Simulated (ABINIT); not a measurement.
# A GW run on CdTe (F-43m) in ABINIT, with inputs changed

Aim: change inputs of a GW run on CdTe (F-43m) and see what moves.

Calculated with ABINIT 10.8.3; PBE and many-body steps on it, plane waves.

## 1. Set-up

It takes space group F-43m (No. 216, cubic). Conventional cell: a = 6.480 Å, b = 6.480 Å, c = 6.480 Å, α = 90.00°, β = 90.00°, γ = 90.00°. Nearest to Cd lie 4 Te at 2.81 Å. Te has 4 Cd at 2.81 Å nearest. Farther neighbours and most contacts between anions are not listed.

The cell and positions come from the Crystallography Open Database and are kept as given unless a step says otherwise. Spin-orbit coupling is left out unless a step names it.

## 2. Screening, 4×4×4 mesh, 225 bands, screening to 190.5 eV

This step: ABINIT 10.8.3; RPA screening on PBE, plane waves, norm-conserving pseudopotentials.

The RPA dielectric matrix is built and inverted for each q.

run.abi

```
acell 3*1.0 Angstrom
rprim 
  0.000000000000 3.240000000000 3.240000000000
  3.240000000000 0.000000000000 3.240000000000
  3.240000000000 3.240000000000 0.000000000000
ntypat 2
znucl 48 52
natom 2
typat 1 2
xred 
  0.000000000000 0.000000000000 0.000000000000
  0.250000000000 0.250000000000 0.250000000000
pp_dirpath "pseudos"
pseudos "Cd.upf, Te.upf"
ecut 47
ngkpt 4 4 4
nshiftk 1
shiftk 0 0 0
kptopt 1
chksymbreak 0
istwfk *1
occopt 1
irdwfk 1
optdriver 3
nband 225
ecuteps 7
inclvkb 2
awtr 1
symchi 1
indata_prefix "in"
outdata_prefix "out"
tmpdata_prefix "tmp"
```

Command:

```bash
OMP_NUM_THREADS=1 mpirun -n 8 abinit run.abi > log
```

The log of the run:

```text
.Version 10.8.3 of ABINIT. v10.8.2 released Aug 2026.

 Symmetries : space group F-4 3 m (#216); Bravais cF (face-center cubic)
[... echo of the input left out ...]
== DATASET  1 ==================================================================
-   mpi_nproc: 8, omp_nthreads: 1 (-1 if OMP is not activated)

--- !DatasetInfo
iteration_state: {dtset: 1, }
dimensions: {natom: 2, nkpt: 8, mband: 225, nsppol: 1, nspinor: 1, nspden: 1, mpw: 7120, }
cutoff_energies: {ecut:  47.0, pawecutdg:  -1.0, }
electrons: {nelect:   4.40000000E+01, charge:   0.00000000E+00, occopt:   1.00000000E+00, tsmear:   1.00000000E-02, }

 SCREENING: Calculation of the susceptibility and dielectric matrices

 Based on a program developped by R.W. Godby, V. Olevano, G. Onida, and L. Reining.
 Incorporated in ABINIT by V. Olevano, G.-M. Rignanese, and M. Torrent.
.Using double precision arithmetic ; gwpc =  8

[... cell and pseudopotentials left out ...]
--------------------------------------------------------------------------------

 ==== K-mesh for the wavefunctions ====
 Number of points in the irreducible wedge :     8
[... list of points left out ...]
 Together with 24 symmetry operations and time-reversal symmetry
 yields    64 points in the full Brillouin Zone.

 ==== Q-mesh for the screening function ====
 Number of points in the irreducible wedge :     8
[... list of points left out ...]
 Together with 24 symmetry operations and time-reversal symmetry
 yields    64 points in the full Brillouin Zone.

 setmesh: FFT mesh size selected  =    40x   40x   40
          total number of points  =        64000

 vcoul_init : cutoff-mode = AUXILIARY_FUNCTION
 q-points for optical limit:   1
     1)      0.000010    0.000020    0.000030

- screening: taking advantage of time-reversal symmetry
- Maximum band index for partially occupied states nbvw = 22
- Remaining bands to be divided among processors   nbcw = 203
- Number of bands treated by each node ~25

 Number of electrons calculated from density =   44.0000; Expected =   44.0000
 average of density, n =  0.095850
 r_s =    1.3555
 omega_plasma =   29.8642 [eV]

 calculating chi0 at frequencies [eV] :
  1    0.000000E+00    0.000000E+00
  2    0.000000E+00    2.986422E+01

--------------------------------------------------------------------------------
  q-point number  1        q = ( 0.000000, 0.000000, 0.000000) [r.l.u.]
--------------------------------------------------------------------------------
[... chi0 elements left out ...]
 For q-point:  0.000010 0.000020 0.000030
  dielectric constant =  25.8130
  dielectric constant without local fields =  27.0567

  Average fulfillment of the sum rule on Im[epsilon] for q-point    1 :     72.55  [%]
[... wings left out ...]
  q-point number  2        q = ( 0.250000, 0.000000, 0.000000) [r.l.u.]
--------------------------------------------------------------------------------
[... chi0 elements left out ...]
  Average fulfillment of the sum rule on Im[epsilon] for q-point    2 :     80.63  [%]

 [... 6 further q-points ...]
```

Wall time 7.7 min (8 MPI ranks of Arm Neoverse N1, shared host); peak memory 4.3 GiB; 61 min of CPU time.

Numbers from this step:

```
ε∞ with local fields, on this mesh, along the program's q direction : 25.81
the same without local fields                                       : 27.06
plasma frequency                                                    : 29.86 eV
plane waves in the screening matrix                                 : 411
```

Local fields lower ε∞ by 5 %.

## 3. Base

The self-energy is evaluated for the states that the input lists, and the levels follow from it, in one-shot runs by the linearised quasiparticle equation.

This step: G0W0 on PBE, plane waves, norm-conserving pseudopotentials.

Edit run.abi of step 2 so:

```diff
@@ -23,8 +23,15 @@
 irdwfk 1
-optdriver 3
+optdriver 4
 nband 225
+gwcalctyp 0
+ecutsigx 47
+symsigma 1
+nkptgw 1
+kptgw 
+  0.0000000000 0.0000000000 0.0000000000
+bdgw 
+  20 26
 ecuteps 7
-inclvkb 2
-awtr 1
-symchi 1
+irdscr 1
+ppmodel 1
 indata_prefix "in"
```

The log of the run:

```text
.Version 10.8.3 of ABINIT. v10.8.2 released Aug 2026.

 Symmetries : space group F-4 3 m (#216); Bravais cF (face-center cubic)
[... echo of the input left out ...]
== DATASET  1 ==================================================================
-   mpi_nproc: 8, omp_nthreads: 1 (-1 if OMP is not activated)

--- !DatasetInfo
iteration_state: {dtset: 1, }
dimensions: {natom: 2, nkpt: 8, mband: 225, nsppol: 1, nspinor: 1, nspden: 1, mpw: 7120, }
cutoff_energies: {ecut:  47.0, pawecutdg:  -1.0, }
electrons: {nelect:   4.40000000E+01, charge:   0.00000000E+00, occopt:   1.00000000E+00, tsmear:   1.00000000E-02, }

 SIGMA: Calculation of the GW corrections

 Based on a program developped by R.W. Godby, V. Olevano, G. Onida, and L. Reining.
 Incorporated in ABINIT by V. Olevano, G.-M. Rignanese, and M. Torrent.
.Using double precision arithmetic ; gwpc =  8

[... cell and pseudopotentials left out ...]
--------------------------------------------------------------------------------

 ==== K-mesh for the wavefunctions ====
 Number of points in the irreducible wedge :     8
[... list of points left out ...]
 Together with 24 symmetry operations and time-reversal symmetry
 yields    64 points in the full Brillouin Zone.

 ==== Q-mesh for screening function ====
 Number of points in the irreducible wedge :     8
[... list of points left out ...]
 Together with 24 symmetry operations and time-reversal symmetry
 yields    64 points in the full Brillouin Zone.

 vcoul_init : cutoff-mode = AUXILIARY_FUNCTION
 q-points for optical limit:   1
     1)      0.000010    0.000020    0.000030
 setmesh: FFT mesh size selected  =    54x   54x   54
          total number of points  =       157464

 Number of electrons calculated from density =   44.0000; Expected =   44.0000
 average of density, n =  0.095850
 r_s =    1.3555
 omega_plasma =   29.8642 [eV]

 === KS Band Gaps ===
  >>>> For spin  1
   Minimum direct gap =   0.7703 [eV], located at k-point      :   0.0000  0.0000  0.0000
   Fundamental gap    =   0.7703 [eV], Top of valence bands at :   0.0000  0.0000  0.0000
                                       Bottom of conduction at :   0.0000  0.0000  0.0000
 SIGMA fundamental parameters:
 PLASMON POLE MODEL  1
 number of plane-waves for SigmaX                 7119
 number of plane-waves for SigmaC and W            411
 number of plane-waves for wavefunctions          7119
 number of bands                                   225
 number of independent spin polarizations            1
 number of spinorial components                      1
 number of k-points in IBZ                           8
 number of q-points in IBZ                           8
 number of symmetry operations                      24
 number of k-points in BZ                           64
 number of q-points in BZ                           64
 number of frequencies for dSigma/dE                 9
 frequency step for dSigma/dE [eV]                0.25
 number of omega for Sigma on real axis              0
 max omega for Sigma on real axis  [eV]           0.00
 zcut for avoiding poles [eV]                     0.10

 EPSILON^-1 parameters (SCR file):
 dimension of the eps^-1 matrix on file            411
 dimension of the eps^-1 matrix used               411
 number of plane-waves for wavefunctions          7119
 number of bands                                   225
 number of q-points in IBZ                           8
 number of frequencies                               2
 number of real frequencies                          1
 number of imag frequencies                          1

 matrix elements of self-energy operator (all in [eV])

 Perturbative Calculation

--- !SelfEnergy_ee
iteration_state: {dtset: 1, }
kpoint     : [   0.000,    0.000,    0.000, ]
spin       : 1
KS_gap     :    0.770
QP_gap     :    1.544
Delta_QP_KS:    0.773
data: !SigmaeeData |
     Band     E0 <VxcDFT>   SigX SigC(E0)      Z dSigC/dE  Sig(E)    E-E0       E
       20   5.394 -14.421 -16.441   1.200   0.799  -0.252 -15.076  -0.655   4.739
       21   5.394 -14.421 -16.441   1.200   0.799  -0.252 -15.076  -0.655   4.739
       22   5.394 -14.421 -16.441   1.200   0.799  -0.252 -15.076  -0.655   4.739
       23   6.164 -11.984  -8.100  -3.738   0.811  -0.233 -11.865   0.118   6.283
       24  10.016 -10.133  -5.910  -4.158   0.805  -0.242 -10.081   0.052  10.068
       25  10.016 -10.133  -5.910  -4.158   0.805  -0.242 -10.081   0.052  10.068
       26  10.016 -10.133  -5.910  -4.158   0.805  -0.242 -10.081   0.052  10.068

== END DATASET(S) ==============================================================
================================================================================

 -outvars: echo values of variables after computation  --------
           etotal      0.0000000000E+00
            nband         225
             nkpt           8
          spgroup         216
 [... the other variables as echoed above ...]

 Calculation completed.
```

Wall time 34 s (8 MPI ranks); peak memory 3.6 GiB; 4.5 min of CPU time.

Numbers from this step:

- G0W0 gap on the points computed: 1.544 eV
- starting gap on the mesh: 0.7704 eV
- k of the valence top: 0, 0, 0
- k of the conduction bottom: 0, 0, 0
- Z at the valence top: 0.799
- Z at the conduction bottom: 0.811
- least direct G0W0 gap on the computed points: 1.544 eV

The gap on the mesh goes from 0.77 eV to 1.54 eV, a correction of +0.77 eV.

## 4. Coulomb singularity

Edit run.abi of step 3 so:

```diff
@@ -36,2 +36,3 @@
 ppmodel 1
+gw_icutcoul 3
 indata_prefix "in"
```

The log of the run:

```text
.Version 10.8.3 of ABINIT. v10.8.2 released Aug 2026.

 Symmetries : space group F-4 3 m (#216); Bravais cF (face-center cubic)
[... echo of the input left out ...]
== DATASET  1 ==================================================================
-   mpi_nproc: 8, omp_nthreads: 1 (-1 if OMP is not activated)

--- !DatasetInfo
iteration_state: {dtset: 1, }
dimensions: {natom: 2, nkpt: 8, mband: 225, nsppol: 1, nspinor: 1, nspden: 1, mpw: 7120, }
cutoff_energies: {ecut:  47.0, pawecutdg:  -1.0, }
electrons: {nelect:   4.40000000E+01, charge:   0.00000000E+00, occopt:   1.00000000E+00, tsmear:   1.00000000E-02, }

 SIGMA: Calculation of the GW corrections

 Based on a program developped by R.W. Godby, V. Olevano, G. Onida, and L. Reining.
 Incorporated in ABINIT by V. Olevano, G.-M. Rignanese, and M. Torrent.
.Using double precision arithmetic ; gwpc =  8

[... cell and pseudopotentials left out ...]
--------------------------------------------------------------------------------

 ==== K-mesh for the wavefunctions ====
 Number of points in the irreducible wedge :     8
[... list of points left out ...]
 Together with 24 symmetry operations and time-reversal symmetry
 yields    64 points in the full Brillouin Zone.

 ==== Q-mesh for screening function ====
 Number of points in the irreducible wedge :     8
[... list of points left out ...]
 Together with 24 symmetry operations and time-reversal symmetry
 yields    64 points in the full Brillouin Zone.

 vcoul_init : cutoff-mode = CRYSTAL
 q-points for optical limit:   1
     1)      0.000010    0.000020    0.000030
 setmesh: FFT mesh size selected  =    54x   54x   54
          total number of points  =       157464

 Number of electrons calculated from density =   44.0000; Expected =   44.0000
[...]
number of q-points in BZ                           64
 number of frequencies for dSigma/dE                 9
 frequency step for dSigma/dE [eV]                0.25
 number of omega for Sigma on real axis              0
 max omega for Sigma on real axis  [eV]           0.00
 zcut for avoiding poles [eV]                     0.10

 EPSILON^-1 parameters (SCR file):
 dimension of the eps^-1 matrix on file            411
 dimension of the eps^-1 matrix used               411
 number of plane-waves for wavefunctions          7119
 number of bands                                   225
 number of q-points in IBZ                           8
 number of frequencies                               2
 number of real frequencies                          1
 number of imag frequencies                          1

 matrix elements of self-energy operator (all in [eV])

 Perturbative Calculation

--- !SelfEnergy_ee
iteration_state: {dtset: 1, }
kpoint     : [   0.000,    0.000,    0.000, ]
spin       : 1
KS_gap     :    0.770
QP_gap     :    1.541
Delta_QP_KS:    0.771
data: !SigmaeeData |
     Band     E0 <VxcDFT>   SigX SigC(E0)      Z dSigC/dE  Sig(E)    E-E0       E
       20   5.394 -14.421 -16.084   1.028   0.805  -0.242 -14.932  -0.511   4.883
       21   5.394 -14.421 -16.084   1.028   0.805  -0.242 -14.932  -0.511   4.883
       22   5.394 -14.421 -16.084   1.028   0.805  -0.242 -14.932  -0.511   4.883
       23   6.164 -11.984  -8.100  -3.566   0.817  -0.223 -11.724   0.260   6.424
       24  10.016 -10.133  -5.910  -3.986   0.812  -0.232  -9.941   0.192  10.208
       25  10.016 -10.133  -5.910  -3.986   0.812  -0.232  -9.941   0.192  10.208
       26  10.016 -10.133  -5.910  -3.986   0.812  -0.232  -9.941   0.192  10.208

== END DATASET(S) ==============================================================
================================================================================

 -outvars: echo values of variables after computation  --------
           etotal      0.0000000000E+00
            nband         225
             nkpt           8
          spgroup         216
 [... the other variables as echoed above ...]

 Calculation completed.
```

It took 34 s on 8 MPI ranks; peak memory 3.5 GiB; 4.5 min of CPU time.

This step gave:

```
G0W0 gap on the points computed              : 1.541 eV
starting gap on the mesh                     : 0.7704 eV
k of the valence top                         : 0, 0, 0
k of the conduction bottom                   : 0, 0, 0
Z at the valence top                         : 0.805
Z at the conduction bottom                   : 0.817
least direct G0W0 gap on the computed points : 1.541 eV
```

Against G0W0 in ABINIT (4×4×4 mesh, 225 bands, screening to 190.5 eV, Godby-Needs plasmon pole), the gap moves by −0.003 eV.

## 5. Side by side

Times are wall times on 8 MPI ranks of Arm Neoverse N1, shared host, good to a factor of about two. A run's time includes the screening step that it read.

| run | mesh | bands | screening cutoff (eV) | DFT gap (eV) | gap on the mesh (eV) | direct (eV) | ε∞ used | time |
| --- | --- | --- | --- | --- | --- | --- | --- | --- |
| base | 4×4×4 | 225 | 190.5 | 0.770 | 1.544 | 1.544 | 25.81 | 8.2 min |
| Coulomb singularity | 4×4×4 | 225 | 190.5 | 0.770 | 1.541 | 1.541 | 25.81 | 8.3 min |

## 6. Outcome

```
base                : 1.544 eV
Coulomb singularity : 1.541 eV
known limits        : not at the basis limit; mesh may overstate the screening; no spin-orbit coupling; coarse k mesh
```

**Reading.** Coulomb singularity: −0.003 eV against base (keys changed: gw_icutcoul). Bands and cutoff are finite, so the gap is not at the basis limit. The miss can reach some tenths of an eV and take either sign; the mesh is an error of its own. In the G0W0 runs levels were corrected at 1 k point alone, so a gap called «on the mesh» is the least over those, and an edge elsewhere would be missed. The 4×4×4 mesh is coarse for this cell, which bears on the long-range parts of exchange and screening. The RPA ε∞ on this mesh reaches over 25; with a narrow direct gap a coarse mesh can overstate it, and the correction is then too small. The many-body steps are scalar-relativistic: spin-orbit coupling is not in them.

[Paths, hosts, dates, memory and timing lines, banners, echoed tables and standing remarks are left out of the program output.]

[Logs are printed without paths, hosts, clocks, repeated set-up lines and the standing remarks that a program may print on its own settings, such as how far it seeks lower states.]

[Runs of the session that timed out or met a known fault of the program may be left out.]

[Hosts, paths, dates, database ids (printed as entryN), source tags and the programs' standing remarks are cut or masked in the printed files.]

[G0W0 gaps are taken among the corrected bands and points alone; a level outside them can change the order at an edge.]

[Where Ansatz stands beside ABINIT at settings called matched, ABINIT's density can come from a denser mesh and the files from another edition; pairs whose starting gaps differed by over 0.03 eV were left out, so agreement reads better than it is.]
